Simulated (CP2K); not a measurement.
Runs of CP2K 2026.2 on Hf. The structure is hexagonal, space group P6_3/mmc (No. 194). Conventional cell: a = 3.197 Å, b = 3.197 Å, c = 5.058 Å, α = 90.00°, β = 90.00°, γ = 120.00°. Around Hf (site symmetry -6m2) lie 12 Hf at 3.13 to 3.20 Å. 

```tsv
task	level	potentials or basis	basis sets	potentials	ADDED_MOS	points a segment of the path (NPOINTS)	bands added on the path	gap on the mesh (eV)	pressure (GPa)
band structure	PBE	GTH_POTENTIALS Hf GTH-PBE-q12; SZV-MOLOPT-SR-GTH basis	Hf SZV-MOLOPT-SR-GTH-q12	Hf GTH-PBE-q12 of GTH_POTENTIALS	[8]	10	2	none	(a)
band structure	PBE	POTENTIAL_UZH Hf GTH-PBE-q12; TZV2P-MOLOPT-PBE-GTH basis	Hf TZV2P-MOLOPT-PBE-GTH-q12	Hf GTH-PBE-q12 of POTENTIAL_UZH	[16]	10	2	none	0.7
single point	BEEF-vdW	POTENTIAL_UZH Hf GTH-PBE-q12; TZVP-MOLOPT-PBE-GTH basis	Hf TZVP-MOLOPT-PBE-GTH-q12	Hf GTH-PBE-q12 of POTENTIAL_UZH	[16]	-	-	none	1.4
band structure	PBE	POTENTIAL_UZH Hf GTH-PBE-q12; DZVP-MOLOPT-PBE-GTH basis	Hf DZVP-MOLOPT-PBE-GTH-q12	Hf GTH-PBE-q12 of POTENTIAL_UZH	[16]	10	2	none	(c)
single point	r2SCAN	POTENTIAL_UZH Hf GTH-PBE-q12; TZVP-MOLOPT-PBE-GTH basis	Hf TZVP-MOLOPT-PBE-GTH-q12	Hf GTH-PBE-q12 of POTENTIAL_UZH	[16]	-	-	none	2.1
band structure	PBE	GTH_POTENTIALS Hf GTH-PBE-q12; TZVP-MOLOPT-SR-GTH basis	Hf TZVP-MOLOPT-SR-GTH-q12	Hf GTH-PBE-q12 of GTH_POTENTIALS	[16]	10	2	none	0.4
single point	vdW-DF2	POTENTIAL_UZH Hf GTH-PBE-q12; TZVP-MOLOPT-PBE-GTH basis	Hf TZVP-MOLOPT-PBE-GTH-q12	Hf GTH-PBE-q12 of POTENTIAL_UZH	[16]	-	-	none	(b)
single point	PBE	POTENTIAL_UZH Hf GTH-PBE-q12; TZVP-MOLOPT-PBE-GTH basis	Hf TZVP-MOLOPT-PBE-GTH-q12	Hf GTH-PBE-q12 of POTENTIAL_UZH	[16]	-	-	none	0.8
```

Alike in all rows: no spin polarisation; cell as given; k mesh 10 × 10 × 5; smearing fermi-dirac 0.05 eV.

Problem. Fill in the values left out.

Solution. (a) -10.8; (b) 5.7; (c) 1.0.

Caveats: the basis of atomic orbitals isn't converged, which shifts pressures, moduli and gaps; spin-orbit coupling is left out, which moves the levels of the heavy elements (some runs); the potentials were made for another functional, which shifts forces and pressure (some runs); a minimal basis gives rough bond lengths, pressures and levels (some runs).

A k mesh can miss the band edges, and the runs leave out spin-orbit coupling on Hf.

A gap of «none» marks a metal or a gap under the smearing width.
